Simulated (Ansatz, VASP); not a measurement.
# One calculation of Os, two programs

```xyz
1
Lattice="-1.4774 1.4774 1.4774 1.4774 -1.4774 1.4774 1.4774 1.4774 -1.4774" Properties=species:S:1:pos:R:3 pbc="T T T"
Os    0.0000    0.0000    0.0000
```

Alike in both runs: task relaxation of cell and atoms; functional PBEsol; k mesh 10 × 10 × 10; occupations gaussian, width 0.1 eV; no spin polarisation.

```csv
,VASP,Ansatz
version,VASP 6.6.1,Ansatz 0.2.0
potentials or method,"VASP PAW PBE potentials, release 64 (Os)","scalar-relativistic, plane waves, PAW"
plane-wave cutoff (eV),600,420
valence electrons in the cell,8,16
```

```csv
,VASP,Ansatz,Ansatz less VASP
"gap on the k mesh at the Fermi level, each at its own relaxed structure (eV)",none,none,-
relaxed volume (Å³/atom),14.38,14.34,-0.031
relaxed cell length with the largest relative difference (Å),2.653,2.651,-0.0019
energy change over the relaxation (meV/atom),-230,-216,+14.6
```

A gap of «none» marks a metal or a gap that the smearing closes. The two sets of potentials don't hold the same shells in valence.

Caveats: the PAW data sets were made with another functional, which shifts forces and pressure a little (VASP). Spin-orbit coupling is left out, which matters for the levels of Os.
